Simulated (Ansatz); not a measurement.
# Pt under changes of volume

One of the cells (15.904 Å³/atom); the others are scaled copies at fixed shape and fractional positions:

```
Pt
1.0
    -1.58422    1.58422    1.58422
     1.58422   -1.58422    1.58422
     1.58422    1.58422   -1.58422
Pt
1
Cartesian
  0.0000 0.0000 0.0000
```

This isn't the form of Pt at room conditions, which is fcc.

```yaml
Program: Ansatz 0.2.0
Functional: PBE
Potentials_or_basis: all-electron LAPW, scalar-relativistic
Cutoff: 298 eV (chosen from the basis error)
Basis_error_allowed: 0.0005 eV/atom
k_mesh: 12 × 12 × 12
Occupations: fermi-dirac, width 0.05 eV
Spin: no spin polarisation
```

| volume (Å³/atom) | energy over the lowest point (meV/atom) | pressure (GPa) |
| --- | --- | --- |
| 14.950 | 38.90 | 15.7 |
| 15.268 | 14.45 | 9.2 |
| 15.586 | 1.96 | 3.6 |
| 15.904 | 0.00 | -1.4 |
| 16.222 | 7.28 | -5.7 |
| 16.540 | 22.68 | -9.5 |
| 16.858 | ? | ? |

What does the run at 16.858 Å³/atom give?

Energy over the lowest point 45.19 meV/atom; pressure -12.9 GPa.

Worked out: A Birch-Murnaghan fit of order 3 (a polynomial in V^(-2/3)) to the other rows has its minimum at 15.81 Å³/atom with B0 = V·E''(V) = 240 GPa and B' = 5.4. It gives 45.21 meV/atom at 16.858 Å³/atom, against the run's 45.19, and -dE/dV = -13.0 GPa, against -12.9.

Energies are extrapolated to zero smearing.
